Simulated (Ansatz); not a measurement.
A (001) slab of Sc2Al (P6_3/mmc (No. 194)), 9 planes, outer planes ScAl (top) and ScAl (bottom), with 14 atoms (Sc9Al5) in a surface cell of A = 20.379 Å², as cut from the bulk:

```
CELL_PARAMETERS angstrom
4.85090 0.00000 0.00000
-2.42545 4.20100 0.00000
0.00000 0.00000 27.17090
ATOMIC_POSITIONS crystal
Sc 0.66667 0.33333 0.27603
Al 0.33333 0.66667 0.27603
Sc 0.00000 0.00000 0.33202
Sc 0.33333 0.66667 0.38802
Al 0.66667 0.33333 0.38802
Sc 0.00000 0.00000 0.44401
Sc 0.66667 0.33333 0.50000
Al 0.33333 0.66667 0.50000
Sc 0.00000 0.00000 0.55599
Sc 0.33333 0.66667 0.61198
Al 0.66667 0.33333 0.61198
Sc 0.00000 0.00000 0.66798
Sc 0.66667 0.33333 0.72397
Al 0.33333 0.66667 0.72397
```

These are results of DFT PBEsol, scalar-relativistic, plane waves, PAW (Ansatz 0.2.0), not measurements. Plane waves to 420 eV, a k mesh through Γ of 9×9×1 on the computed 14-atom cell and Gaussian smearing (0.10 eV); no spin polarisation. The cell repeats along c with a dipole correction in the vacuum.

The relaxed slab holds 4.5 formula units of Sc$_{2}$Al and 0.5 further Al. Against those formula units in the bulk and the further Al in its standard state it lies 3.636 eV higher. The formation energy of Sc$_{2}$Al from the standard states is -1.061 eV a formula unit (uncorrected, no zero-point or thermal terms).

Q: Over what range can the chemical potential of Al vary, and what is the surface energy at both ends?

A: In contact with the bulk, μ(Al) + 2μ(Sc) is fixed. With Δμ counted from the standard states, Δμ(Al) ≤ 0 keeps elemental Al from forming, and Δμ(Sc) ≤ 0 requires Δμ(Al) ≥ ΔH = -1.061 eV. Other compounds of Al and Sc can narrow this range. Then γ, the mean of both faces, = [3.636 eV − 0.50·Δμ(Al)]/(2A). At the Al-rich end (Δμ = 0): 3.636/(2 × 20.379) × 16.02 = 1.43 J/m². At the Al-poor end: (3.636 + 0.530)/(2 × 20.379) × 16.02 = 1.64 J/m².

Q: How does its energy depend on growth conditions?

A: It carries an excess of Al, so its energy falls by 0.20 J/m² for each eV that μ(Al) rises: Al-rich conditions lower it; whether it appears depends on the other terminations.

The ScAl-terminated surface costs 1.43 J/m² at the Al-rich end and 1.64 J/m² at the Al-poor end, so most of its energy doesn't depend on the reservoir. That part probably reflects the metallic Sc–Sc and Sc–Al bonding, with Sc d and Al p character, that the outer plane loses when its neighbouring Sc plane is removed. The dependence on μ(Al) is weak because the excess of 0.5 Al is shared between two faces. As cut, these faces are mirror images through the central ScAl plane, so the mean should also be the energy of each face, provided relaxation keeps that symmetry.

The complementary termination by a pure Sc plane would be deficient in Al by the same amount, and its energy would therefore rise with μ(Al). Al-poor conditions thus shift the balance towards Sc termination, but the slope alone doesn't establish a crossover within the allowed range. Reconstructions with a larger surface period can't appear in this cell and could lower the energy further.
